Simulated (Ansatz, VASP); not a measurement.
# Mo: VASP beside Ansatz

```
Mo
1.0
     4.48249   -2.58703    0.01256
     4.48249    2.58703    0.01256
    -3.02066    0.00000    4.24544
Mo
6
Cartesian
  -1.5103 0.0000 2.1227
  0.0000 0.0000 0.0000
  2.2412 -1.2935 0.0063
  2.2412 1.2935 0.0063
  4.4824 0.0000 1.7001
  1.4619 0.0000 2.5705
```

Alike in both runs: functional PBE; k mesh 4 × 4 × 4; occupations gaussian, width 0.1 eV; no spin polarisation.

Ansatz relaxed the structure, and its values are those at the end. VASP's run is a single point on that final structure, the one shown.

|  | VASP | Ansatz |
| --- | --- | --- |
| version | VASP 6.6.1 | Ansatz 0.2.0 |
| potentials or method | VASP PAW PBE potentials, release 64 (Mo_sv) | scalar-relativistic, plane waves, PAW |
| plane-wave cutoff (eV) | 520 | 420 |
| valence electrons in the cell | 84 | 84 |

Ansatz gave:

```
gap on the k mesh at the Fermi level (eV) : none
pressure (GPa)                            : 0.3
```

Task: Estimate VASP's values.

Result: gap on the k mesh at the Fermi level (eV): none; pressure (GPa): 0.8.

A gap of «none» marks a metal or a gap that the smearing closes.

Caveats: the k mesh is coarse (spacing up to 0.37 Å⁻¹), so the values aren't converged.
